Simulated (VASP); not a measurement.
## CaF2 in VASP 6.6.1, single-point calculation

INCAR

```
ISMEAR = -1
LWAVE = .FALSE.
PREC = Accurate
NBANDS = 52
NELM = 93
LREAL = .FALSE.
ISIF = 2
GGA = PE
LCHARG = .FALSE.
ENCUT = 520
EDIFF = 1E-7
NSW = 0
IBRION = -1
LASPH = .TRUE.
IVDW = 21
SIGMA = 0.02
```

KPOINTS

```
KPOINTS created by Atomic Simulation Environment
0
Gamma
8 8 8
0 0 0
```

POSCAR

```
Ca F
 1.0000000000000000
     0.0000000000000000    2.7467889036000002    2.7467889036000002
     2.7467889036000002    0.0000000000000000    2.7467889036000002
     2.7467889036000002    2.7467889036000002    0.0000000000000000
 Ca  F
   1   2
Cartesian
  0.0000000000000000  0.0000000000000000  0.0000000000000000
  1.3733944517999999  1.3733944517999999  1.3733944517999999
  4.1201833554000000  4.1201833554000000  4.1201833554000000
```

The recommended PBE PAW datasets give the neutral cell 24 valence electrons.

Command

```
mpirun -np 1 vasp_std
```

OSZICAR

```
N       E                     dE             d eps       ncg     rms          rms(c)
DAV:   1     0.220658508845E+03    0.22066E+03   -0.99083E+03  3016   0.466E+02
DAV:   2    -0.679272142341E+01   -0.22745E+03   -0.21157E+03  3388   0.182E+02
DAV:   3    -0.185700872351E+02   -0.11777E+02   -0.11637E+02  3644   0.397E+01
DAV:   4    -0.186455869003E+02   -0.75500E-01   -0.75463E-01  3508   0.320E+00
DAV:   5    -0.186458026166E+02   -0.21572E-03   -0.21571E-03  3456   0.170E-01    0.801E+00
DAV:   6    -0.173158599404E+02    0.13299E+01   -0.17010E+00  3420   0.586E+00    0.297E+00
DAV:   7    -0.173158725374E+02   -0.12597E-04   -0.10550E-01  3636   0.126E+00    0.174E+00
DAV:   8    -0.173354427436E+02   -0.19570E-01   -0.37043E-02  3732   0.821E-01    0.247E-01
DAV:   9    -0.173366392827E+02   -0.11965E-02   -0.12675E-03  3616   0.166E-01    0.104E-01
DAV:  10    -0.173380622071E+02   -0.14229E-02   -0.62130E-04  3356   0.900E-02    0.238E-02
DAV:  11    -0.173380692355E+02   -0.70284E-05   -0.18052E-05  3628   0.212E-02    0.710E-03
DAV:  12    -0.173380756638E+02   -0.64284E-05   -0.45544E-06  3348   0.104E-02    0.393E-03
DAV:  13    -0.173380752360E+02    0.42788E-06   -0.71520E-07  3688   0.419E-03    0.964E-04
DAV:  14    -0.173380752495E+02   -0.13546E-07   -0.65873E-08  3260   0.108E-03
   1 F= -.17599611E+02 E0= -.17599611E+02  d E =-.915785E-14
```

From OUTCAR

```
k-points           NKPTS =     29   k-points in BZ     NKDIM =     29   number of bands    NBANDS=     52

   NELECT =      24.0000    total number of electrons

   dimension x,y,z NGX =    30 NGY =   30 NGZ =   30
   dimension x,y,z NGXF=    60 NGYF=   60 NGZF=   60

  energy-cutoff  :      520.00
  volume of cell :       41.45
      direct lattice vectors                 reciprocal lattice vectors
     0.000000000  2.746788904  2.746788904    -0.182030734  0.182030734  0.182030734
     2.746788904  0.000000000  2.746788904     0.182030734 -0.182030734  0.182030734
     2.746788904  2.746788904  0.000000000     0.182030734  0.182030734 -0.182030734

 k-points in reciprocal lattice and weights: KPOINTS created by Atomic Simulation Env
   0.00000000  0.00000000  0.00000000       0.002
   0.12500000  0.00000000  0.00000000       0.016
   0.25000000  0.00000000  0.00000000       0.016
   0.37500000  0.00000000  0.00000000       0.016
   0.50000000  0.00000000  0.00000000       0.008
   0.12500000  0.12500000  0.00000000       0.012
   0.25000000  0.12500000  0.00000000       0.047
   0.37500000  0.12500000  0.00000000       0.047
   ...

 E-fermi :  -0.5013

 k-point     1 :       0.0000    0.0000    0.0000
  band No.  band energies     occupation
      1     -37.1694      2.00000
      2     -20.9526      2.00000
      3     -20.2061      2.00000
      4     -18.1085      2.00000
      5     -18.1085      2.00000
      6     -18.1085      2.00000
      7      -3.1152      2.00000
      8      -3.1152      2.00000
      9      -3.1152      2.00000
     10      -1.3123      2.00000
     11      -1.3123      2.00000
     12      -1.3123      2.00000
     13       6.1161      0.00000
     14       8.0373      0.00000
     15       8.0373      0.00000
     16      10.0307      0.00000
     17      10.0307      0.00000
     18      10.0307      0.00000
     19      15.7421      0.00000
     20      15.7421      0.00000
     21      15.7421      0.00000
     22      21.3974      0.00000
     23      22.3593      0.00000
     24      22.3593      0.00000
     25      24.1856      0.00000
     26      24.1856      0.00000
     27      24.1856      0.00000
     28      26.1454      0.00000
     29      26.1454      0.00000
     30      26.1454      0.00000
     31      32.0252      0.00000
     32      34.7465      0.00000
     33      34.7465      0.00000
     34      34.7465      0.00000
     35      37.5368      0.00000
     36      37.5368      0.00000
     37      37.5368      0.00000
     38      38.9893      0.00000
     39      38.9893      0.00000
     40      39.0899      0.00000
     41      45.1068      0.00000
     42      45.1068      0.00000
     43      45.9079      0.00000
     44      45.9079      0.00000
     45      45.9079      0.00000
     46      48.5448      0.00000
     47      48.5448      0.00000
     48      48.5448      0.00000
     49      50.2531      0.00000
     50      50.2532      0.00000
     51      50.2550      0.00000
     52      50.6953      0.00000

 ...

  Total      -0.17832    -0.17832    -0.17832     0.00000     0.00000    -0.00000
  in kB      -6.89286    -6.89286    -6.89286     0.00000     0.00000    -0.00000
  external pressure =       -6.89 kB  Pullay stress =        0.00 kB

 POSITION                                       TOTAL-FORCE (eV/Angst)
 -----------------------------------------------------------------------------------
      0.00000      0.00000      0.00000        -0.000000      0.000000      0.000000
      1.37339      1.37339      1.37339         0.000000      0.000000     -0.000000
      4.12018      4.12018      4.12018        -0.000000     -0.000000     -0.000000
 -----------------------------------------------------------------------------------
    total drift:                                0.000000     -0.000000      0.000000

  FREE ENERGIE OF THE ION-ELECTRON SYSTEM (eV)
  ---------------------------------------------------
  free  energy   TOTEN  =       -17.5996106797 eV

  energy  without entropy=      -17.5996106797  energy(sigma->0) =      -17.59961068
```

It converged. Results: gap between bands v and c on the k mesh 7.18 eV; least direct gap on the k mesh 7.43 eV; pressure -0.7 GPa. Band v is the last that the valence electrons fill when counted band by band, and c is the next.

For comparison, a separate PBE run of the intended cell, on usual settings and not on those above, gives a gap of 7.18 eV on its mesh and a pressure of 1.0 GPa.

The run above took about 2.3 min on one core of a shared host (Intel Xeon Platinum 8488C) and held 0.2 GiB at most.
